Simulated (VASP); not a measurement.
Write the native input for VASP 6.6.1 that does the following.

| Item | Value |
| --- | --- |
| Task | relaxation of the atoms |
| Functional | LDA |
| Potentials or basis | VASP PAW LDA potentials, release 64 (Ca_sv, O) |
| Cutoff | 600 eV |
| k mesh | 10 × 10 × 10 |
| Occupations | gaussian, width 0.03 eV |
| Spin | no spin polarisation |
| Further INCAR settings | ALGO = Normal; EDIFF = 1e-07; IBRION = 2; EDIFFG = -0.01; NSW = 40 |

The structure of CaO (Lime) lies in POSCAR:

```
CaO                                     
1.0
    0.0000000000      2.3429491323      2.3429491323
    2.3429491323      0.0000000000      2.3429491323
    2.3429491323      2.3429491323      0.0000000000
  Ca              O             
     1     1
Direct
     0.0000000000000000    0.0000000000000000    0.0000000000000000
     0.5000000000000000    0.5000000000000000    0.5000000000000000
```

The cell isn't the ideal one: a relaxed cell with its volume scaled by 0.98.

The input as run:

INCAR

```
SYSTEM = CaO
  PREC = Accurate
  ENCUT = 600
  EDIFF = 1E-7
  ISMEAR = 0
  SIGMA = 0.03
  LREAL = .False.
  LASPH = .True.
  NELM = 80
  ALGO = Normal
  ISIF = 2
  LWAVE = .False.
  LCHARG = .False.
  GGA = CA
  IBRION = 2
  NSW = 40
  EDIFFG = -0.01
```

KPOINTS

```
Automatic mesh
0
Gamma
  10 10 10
  0 0 0
```

Potentials or basis: VASP PAW LDA potentials, release 64 (Ca_sv, O).

Launch:

```sh
$ cat potpaw_LDA.64/Ca_sv/POTCAR potpaw_LDA.64/O/POTCAR > POTCAR
$ mpirun -np 1 vasp_std > vasp.out
```

It gave:

```json
{
 "Pressure after relaxing": "2.8 GPa",
 "Band gap on the k mesh": "3.41 eV, indirect (least direct gap 3.76 eV)"
}
```

Caveat: the relaxation stopped at its first step, so nothing moved.

Run time: 8.6 s on 1 thread of Intel(R) Xeon(R) 6975P-C (Granite Rapids), on a shared host, peak memory 0.15 GiB.
